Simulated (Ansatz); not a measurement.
The system is InAs.

```
In As
1.0
     0.00000    3.01800    3.01800
     3.01800    0.00000    3.01800
     3.01800    3.01800    0.00000
In As
1 1
Direct
  0.00000 0.00000 0.00000
  0.75000 0.75000 0.75000
```

| Quantity | Value |
| --- | --- |
| Program | Ansatz 0.2.0 |
| Task | relaxation of cell and atoms |
| Functional | HSE06 |
| Potentials or basis | Ansatz PAW |
| Cutoff | 420 eV (not typed: the program's choice for these potentials) |
| k mesh | 4 × 4 × 4 |
| Occupations | fermi-dirac, width 0.05 eV |
| Spin | no spin polarisation |

At the start: volume 27.49 Å³/atom.

**Question.** How do energy, volume and symmetry change on relaxing?

**Answer.** It ends after 5 steps and the volume is 28.56 Å³/atom (+3.9 %); space group F-43m (No. 216, to 0.05 Å).

Step by step:
| step | energy change (eV) | largest force (eV/Å) | volume (Å³) |
| --- | --- | --- | --- |
| 1 | 0.0000 | 0.0000 | 54.98 |
| 2 | -0.0124 | 0.0000 | 58.04 |
| 3 | -0.0151 | 0.0000 | 57.20 |
| 4 | -0.0152 | 0.0000 | 57.12 |
| 5 | -0.0156 | 0.0000 | 57.12 |

Final structure:
```cif
data_structure
_symmetry_space_group_name_H-M 'P 1'
_symmetry_Int_Tables_number 1
_cell_length_a 4.3228
_cell_length_b 4.3228
_cell_length_c 4.3228
_cell_angle_alpha 60.000
_cell_angle_beta 60.000
_cell_angle_gamma 60.000
_cell_volume 57.12
loop_
_atom_site_label
_atom_site_type_symbol
_atom_site_fract_x
_atom_site_fract_y
_atom_site_fract_z
_atom_site_occupancy
In1 In 0.00000 0.00000 0.00000 1
As1 As 0.75000 0.75000 0.75000 1
```

Caveat: the k mesh is coarse (spacing up to 0.45 Å⁻¹), so the values aren't converged, least of all with exact exchange; the plane-wave basis is chosen anew once the cell has moved, so the energies of steps on either side of that aren't comparable; the PAW data sets come from PBE, with cores solved anew for the run's functional, which leaves a small shift of forces and pressure.
